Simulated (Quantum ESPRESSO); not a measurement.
Crystal: Eu.

```
Eu
1.0
    -2.30300    2.30300    2.30300
     2.30300   -2.30300    2.30300
     2.30300    2.30300   -2.30300
Eu
1
Direct
  0.00000 0.00000 0.00000
```

Base run:

- Program: Quantum ESPRESSO 7.5
- Functional: PBEsol
- Potentials or basis: SSSP 1.3 efficiency PBE
- Cutoff: 748 eV
- Density cutoff: 5987 eV
- k mesh: 8 × 8 × 8
- Occupations: fermi-dirac, width 0.05 eV
- Spin: collinear spin, ferromagnetic start
- Starting moments: [7.0] μB

Its results: band gap on the k mesh none (metal or under the smearing width); pressure -3.1 GPa; net moment 7.39 μB per cell; site moments Eu +7.09 μB.

The run is repeated on the same cell with these changes: functional from PBEsol to PBE. What comes out?

Band gap on the k mesh none (metal or under the smearing width); pressure -2.1 GPa; net moment 7.38 μB per cell; site moments Eu +7.08 μB.

PBE binds less tightly than PBEsol, so the same cell stands under more pressure.

Caveats: spin-orbit coupling is left out, which moves the levels of the heavy elements; the potentials were made for another functional, which shifts forces and pressure (some runs).

Not every run made on this cell is shown here.
